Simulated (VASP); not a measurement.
# CaSe (Fm-3m) in VASP: notebook, part 2 of 2

VASP 6.6.1. Earlier steps stand in the parts before.

### 3 Electric field gradients, r2SCAN

POSCAR reads:

```
CaSe
1.0
    0.0000000000      2.9560000000      2.9560000000
    2.9560000000      0.0000000000      2.9560000000
    2.9560000000      2.9560000000      0.0000000000
Ca Se
1 1
Direct
    0.0000000000      0.0000000000      0.0000000000
    0.5000000000      0.5000000000      0.5000000000
```

INCAR.step1 reads:

```
SYSTEM = CaSe
PREC = Accurate
ENCUT = 520
ISMEAR = -1
SIGMA = 0.01
LREAL = .False.
LASPH = .True.
NELM = 80
NBANDS = 15
GGA = PE
ALGO = Normal
EDIFF = 1E-4
LWAVE = .True.
LCHARG = .False.
```

INCAR.step2 reads:

```
SYSTEM = CaSe
PREC = Accurate
ENCUT = 520
EDIFF = 1E-8
ISMEAR = -1
SIGMA = 0.01
LREAL = .False.
LASPH = .True.
NELM = 80
ALGO = Normal
ISIF = 2
LWAVE = .False.
LCHARG = .False.
METAGGA = R2SCAN
LMIXTAU = .True.
LEFG = .True.
NBANDS = 15
ISTART = 1
```

KPOINTS reads:

```
regular mesh
0
Gamma
  7 7 7
  0 0 0
```

Potentials or basis: VASP PAW PBE potentials, release 64 (Ca_sv, Se).

Run with:

```bash
cat potpaw_PBE.64/Ca_sv/POTCAR potpaw_PBE.64/Se/POTCAR > POTCAR
cp INCAR.step1 INCAR
mpirun -np 1 vasp_std > vasp.out
cp INCAR.step2 INCAR
mpirun -np 1 vasp_std > vasp.out
```

OUTCAR:

```text
SYSTEM = CaSe
   PREC = Accurate
   ENCUT = 520
   EDIFF = 1E-8
   ISMEAR = -1
   LREAL = .False.
   LASPH = .True.
   NELM = 80
   ISIF = 2
   METAGGA = R2SCAN
   ISTART = 1

 ion  position               nearest neighbor table
   1  0.000  0.000  0.000-   2 2.96   2 2.96   2 2.96   2 2.96   2 2.96   2 2.96
   2  0.500  0.500  0.500-   1 2.96   1 2.96   1 2.96   1 2.96   1 2.96   1 2.96

  LATTYP: Found a face centered cubic cell.
 ALAT       =     5.9120000000

  Lattice vectors:

 A1 = (   0.0000000000,   2.9560000000,   2.9560000000)
 A2 = (   2.9560000000,   0.0000000000,   2.9560000000)
 A3 = (   2.9560000000,   2.9560000000,   0.0000000000)
[... 564 lines left out ...]
  free  energy   TOTEN  =       -25.9767953312 eV

  energy  without entropy=      -25.9767953312  energy(sigma->0) =      -25.97679533

 Electric field gradients (V/A^2)
---------------------------------------------------------------------
 ion       V_xx      V_yy      V_zz      V_xy      V_xz      V_yz
---------------------------------------------------------------------
   1      -0.000     0.000     0.000     0.000     0.000     0.000
   2      -0.000    -0.000     0.000    -0.000    -0.000    -0.000
---------------------------------------------------------------------

 Electric field gradients after diagonalization (V/A^2)
 (convention: |V_zz| > |V_xx| > |V_yy|)
----------------------------------------------------------------------
 ion       V_xx      V_yy      V_zz     asymmetry (V_yy - V_xx)/ V_zz
----------------------------------------------------------------------
   1      -0.000    -0.000     0.000       0.000
   2       0.000     0.000    -0.001       0.000
----------------------------------------------------------------------

           NMR quadrupolar parameters

 Cq : quadrupolar parameter    Cq=e*Q*V_zz/h
 eta: asymmetry parameters     (V_yy - V_xx)/ V_zz
 Q  : nuclear electric quadrupole moment in mb (millibarn)
----------------------------------------------------------------------
 ion       Cq(MHz)       eta       Q (mb)
----------------------------------------------------------------------
   1       0.000       0.000       1.000
   2      -0.000       0.000       1.000
----------------------------------------------------------------------
```

OUTCAR.step1:

```text
SYSTEM = CaSe
   PREC = Accurate
   ENCUT = 520
   ISMEAR = -1
   LREAL = .False.
   LASPH = .True.
[... 573 lines left out ...]
      0.00000      0.00000      0.00000        -0.000000      0.000000      0.000000
      2.95600      2.95600      2.95600         0.000000     -0.000000     -0.000000
 -----------------------------------------------------------------------------------
    total drift:                                0.000000     -0.000000     -0.000000

  FREE ENERGIE OF THE ION-ELECTRON SYSTEM (eV)
  ---------------------------------------------------
  free  energy   TOTEN  =        -9.4796641732 eV

  energy  without entropy=       -9.4796641732  energy(sigma->0) =       -9.47966417
```

OSZICAR.step1:

```text
N       E                     dE             d eps       ncg     rms          rms(c)
DAV:   1     0.109369217882E+03    0.10937E+03   -0.75264E+03   600   0.988E+02
DAV:   2    -0.479398472868E+01   -0.11416E+03   -0.10800E+03   754   0.248E+02
DAV:   3    -0.938948285565E+01   -0.45955E+01   -0.45443E+01   827   0.468E+01
DAV:   4    -0.961946496056E+01   -0.22998E+00   -0.22988E+00   851   0.894E+00
DAV:   5    -0.962086508657E+01   -0.14001E-02   -0.14000E-02   819   0.762E-01    0.425E+00
DAV:   6    -0.948355453975E+01    0.13731E+00   -0.18177E-01   698   0.226E+00    0.253E+00
DAV:   7    -0.947578275963E+01    0.77718E-02   -0.98384E-02   772   0.198E+00    0.808E-01
DAV:   8    -0.947957055029E+01   -0.37878E-02   -0.11553E-02   656   0.821E-01    0.115E-01
DAV:   9    -0.947966417316E+01   -0.93623E-04   -0.61019E-04   747   0.252E-01
   1 F= -.94796642E+01 E0= -.94796642E+01  d E =-.817695E-12
```

Wall time 1.8 min (1 thread of Intel Xeon Platinum 8259CL at 2.50GHz (Skylake/Cascade Lake), shared host); peak memory 0.19 GiB.

Results:

```
Free energy            : -25.9768 eV
Pressure               : 0.9 GPa
Band gap on the k mesh : 2.55 eV, indirect (least direct gap 3.48 eV)
```

Caveat: without QUAD_EFG the Cq values of the log hold for a quadrupole moment of 1 mb, not for the nuclei; the PAW data sets were made with another functional, which shifts forces and pressure a little.

### 4 Electric field gradients, PBE, non-collinear spin, zero start, spin-orbit coupling

INCAR reads:

```
SYSTEM = CaSe
ALGO = Normal ; EDIFF = 1E-8
ENCUT = 520 ; GGA = PE
GGA_COMPAT = .False. ; ISIF = 2
ISMEAR = -1 ; LASPH = .True.
LCHARG = .False. ; LEFG = .True.
LORBIT = 11 ; LORBMOM = .True.
LREAL = .False. ; LSORBIT = .True.
LWAVE = .False. ; MAGMOM = 0 0 0 0 0 0
NBANDS = 28 ; NELM = 150
PREC = Accurate ; SIGMA = 0.01
```

KPOINTS reads:

```
k-points
0
Gamma
  7 7 7
  0 0 0
```

POSCAR is that of step 3.

Potentials or basis: VASP PAW PBE potentials, release 64 (Ca_sv, Se).

Run with:

```bash
cat potpaw_PBE.64/Ca_sv/POTCAR potpaw_PBE.64/Se/POTCAR > POTCAR
mpirun -np 1 vasp_ncl > vasp.out
```

OUTCAR:

```text
SYSTEM = CaSe
   EDIFF = 1E-8
   ENCUT = 520
   GGA = PE
   ISIF = 2
   ISMEAR = -1
   LASPH = .True.
   LORBIT = 11
   LREAL = .False.
   LSORBIT = .True.
   NELM = 150
   PREC = Accurate

 ion  position               nearest neighbor table
   1  0.000  0.000  0.000-   2 2.96   2 2.96   2 2.96   2 2.96   2 2.96   2 2.96
   2  0.500  0.500  0.500-   1 2.96   1 2.96   1 2.96   1 2.96   1 2.96   1 2.96

  LATTYP: Found a face centered cubic cell.
 ALAT       =     5.9120000000

  Lattice vectors:

 A1 = (   0.0000000000,   2.9560000000,   2.9560000000)
 A2 = (   2.9560000000,   0.0000000000,   2.9560000000)
 A3 = (   2.9560000000,   2.9560000000,   0.0000000000)

[... 934 lines left out ...]
     0.0000001     0.0000000     0.0000000     0.0000000     0.0000000
 l=   3
     0.0000000     0.0000000     0.0000000     0.0000000     0.0000000     0.0000000     0.0000000
     0.0000000     0.0000000     0.0000000     0.0000000     0.0000000     0.0000000     0.0000000
     0.0000000     0.0000000     0.0000000     0.0000000     0.0000000     0.0000000     0.0000000
     0.0000000     0.0000000     0.0000000     0.0000000     0.0000000     0.0000000     0.0000000
     0.0000000     0.0000000     0.0000000     0.0000000     0.0000000     0.0000000     0.0000000
     0.0000000     0.0000000     0.0000000     0.0000000     0.0000000     0.0000000     0.0000000
     0.0000000     0.0000000     0.0000000     0.0000000     0.0000000     0.0000000     0.0000000

 total charge

# of ion       s       p       d       tot
------------------------------------------
    1        2.033   5.853   0.241   8.127
    2        1.430   2.495   0.005   3.930
--------------------------------------------------
tot          3.463   8.348   0.246  12.057

 magnetization (x)

# of ion       s       p       d       tot
------------------------------------------
    1        0.000   0.000  -0.000   0.000
    2       -0.000   0.000  -0.000  -0.000
--------------------------------------------------
tot          0.000   0.000  -0.000   0.000

 magnetization (y)

# of ion       s       p       d       tot
------------------------------------------
    1       -0.000  -0.000  -0.000  -0.000
    2       -0.000  -0.000  -0.000  -0.000
--------------------------------------------------
tot         -0.000  -0.000  -0.000  -0.000

 magnetization (z)

# of ion       s       p       d       tot
------------------------------------------
    1       -0.000  -0.000  -0.000  -0.000
    2       -0.000   0.000   0.000  -0.000
--------------------------------------------------
tot         -0.000  -0.000  -0.000  -0.000
```

stdout:

```text
POSCAR found type information on POSCAR CaSe
 POSCAR found :  2 types and       2 ions
 scaLAPACK will be used
 LDA part: xc-table for (Slater+PW92), standard interpolation
 POSCAR, INCAR and KPOINTS ok, starting setup
 FFT: planning ... GRIDC
 FFT: planning ... GRID_SOFT
 FFT: planning ... GRID
 WAVECAR not read
 entering main loop
ion   1

ion   2
```

Wall time 92 s (1 thread of Intel Xeon Platinum 8259CL at 2.50GHz (Skylake/Cascade Lake), shared host); peak memory 0.32 GiB.

Results:

```yaml
Free_energy: -9.5005 eV
Pressure: 1.4 GPa
Net_moment: 0.00 μB per cell
Valence_electrons_inside_the_program's_atomic_spheres: Ca 8.13; Se 3.93
```

Moments on the atoms (μB; x, y, z):
```
Ca  0.00 0.00 0.00
Se  0.00 0.00 0.00
```

Caveat: without QUAD_EFG the Cq values of the log hold for a quadrupole moment of 1 mb, not for the nuclei.

### 5 Summary

| level | spin | gap on the mesh (eV) | pressure (GPa) |
| --- | --- | --- | --- |
| PBEsol | off | 1.99 | -0.9 |
| r2SCAN | off | 2.55 | 0.9 |
| PBE | non-collinear, zero start, SOC | - | 1.4 |

Alike in all rows: task electric field gradients; potentials or basis VASP PAW PBE potentials, release 64 (Ca_sv, Se); cell as given; k mesh 7 × 7 × 7; cutoff (eV) 520; smearing fermi-dirac 0.01 eV.

The pressure there spans -0.9 GPa (PBEsol) to 1.4 GPa (PBE); a positive pressure means that this level wants a larger cell, a negative one a smaller.

Caveats: the PAW data sets were made with another functional, which shifts forces and pressure a little (some runs).

Absolute energies hang on the potentials; compare differences alone.

### 6 How close it comes

Step 2. Measured gap of CaSe: 3.85 eV (indirect; 2 K; a printed reference work, monograph, original work of 1988). This calculation gives 1.99 eV (-1.86 eV). Spin-orbit coupling on Se is left out. The value is that of PBEsol on a finite k mesh, which can miss the band edges, without temperature or zero-point motion. Semilocal functionals fall short of measured gaps as a rule.

Step 3. Measured gap of CaSe: 3.85 eV (indirect; 2 K; a printed reference work, monograph, original work of 1988). This calculation gives 2.55 eV (-1.30 eV). Spin-orbit coupling on Se is left out. The value is that of r2SCAN on a finite k mesh, which can miss the band edges, without temperature or zero-point motion.
